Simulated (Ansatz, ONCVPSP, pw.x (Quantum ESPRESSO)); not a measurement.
**Ru (fcc): variants of one ONCV potential in the solid**

Ru, optimised norm-conserving Vanderbilt (ONCV), made with ONCVPSP 4.0.1.1 (patched build) (PBEsol, scalar-relativistic). Core [Ar] 3d10, reference 4s2 4p6 4d7 5s0.5 5p0.5. Waves: 4s+5s: rc 1.85 bohr, ncon 5, nbas 9, qcut 6.5 1/bohr, 3 projectors, debl 1 Ha; 4p+5p: rc 1.50 bohr, ncon 4, nbas 7, qcut 11.4 1/bohr, 2 projectors; 4d: rc 2.20 bohr, ncon 4, nbas 8, qcut 8.2 1/bohr, 1 projector. Local part: polynomial inside 1.45 bohr (lpopt 5, dvloc0 -1 Ha). Core correction: none.

Crystal test: fcc Ru in pw.x 7.5, no spin, 15³ k-points, Fermi–Dirac smearing 0.01 Ry, cutoffs set for each file from its atomic test. The reference is all-electron LAPW (Ansatz 0.2.0) with the same functional, mesh and smearing; V0 and B0 come from Birch–Murnaghan fits to the pressures at five volumes. Errors are pseudo minus all-electron; Δ is the rms difference of the E(V) curves that follow from these fits, minima aligned, over ±6 % about the mean V0. Mesh and smearing are coarse, so the numbers serve the comparison and aren't converged zero-temperature values; the lattice is a test structure that the element need not adopt.

All-electron: a0 = 3.770 Å (V0 = 13.40 Å³/atom), B0 = 338.1 GPa.

Base: Atomic configuration tests: 2 of 4 tests not solved or not reliable.

1 further variants are left out: they gave no file fit for a test, a broken result, the same result as the base, or pressures whose basis-set error rivals the error shown.

A dash in a converged row means that the minimum lies outside the volumes sampled.

| change | cutoffs (Ry) | pw.x | a0 (Å) | a0 error (%) | B0 error (%) | Δ (meV/atom) | mean pressure error (GPa) |
| --- | --- | --- | --- | --- | --- | --- | --- |
| base | 105/420 | converged | 3.774 | +0.09 | +0.1 | 2.9 | +1.01 |
| core [Ar] 3d10 4s2, valence charge 14; reference 4p6 4d7.5 5s0.5; waves now 5s: rc 2.55 bohr, ncon 4, nbas 7, qcut 2.2 1/bohr, 2 projectors, debl 2.2 Ha; 4p: rc 1.35 bohr, ncon 4, nbas 8, qcut 9.3 1/bohr, 2 projectors, debl 3.4 Ha; 4d: rc 1.40 bohr, ncon 4, nbas 8, qcut 6.9 1/bohr, 2 projectors, debl 3.4 Ha; local potential polynomial inside 1.00 bohr (lpopt 5, dvloc0 3 Ha) | 165/660 | converged; bound ghost | – | – | – | – | +26.60 |
| s: qcut 5.4; p: qcut 9.6; d: qcut 6.9 | 120/480 | converged | 3.776 | +0.15 | -0.0 | 4.4 | +1.55 |
| s: ncon 3, nbas 7 | 105/420 | converged | 3.774 | +0.10 | +0.1 | 3.1 | +1.07 |

Q: Give the row for: reference 4s2 4p6 4d7 5p1; wave 4s+5s: rc 1.85 bohr, ncon 5, nbas 9, qcut 6.5 1/bohr, 3 projectors, debl 1 Ha becomes 4s: rc 1.85 bohr, ncon 5, nbas 9, qcut 6.5 1/bohr, 3 projectors, debl 1 Ha.

A: pw.x: converged; energies reset by the program; mean pressure error (GPa): +1.16; a0 (Å): 3.774; a0 error (%): +0.11; B0 error (%): +0.1; Δ (meV/atom): 3.3.
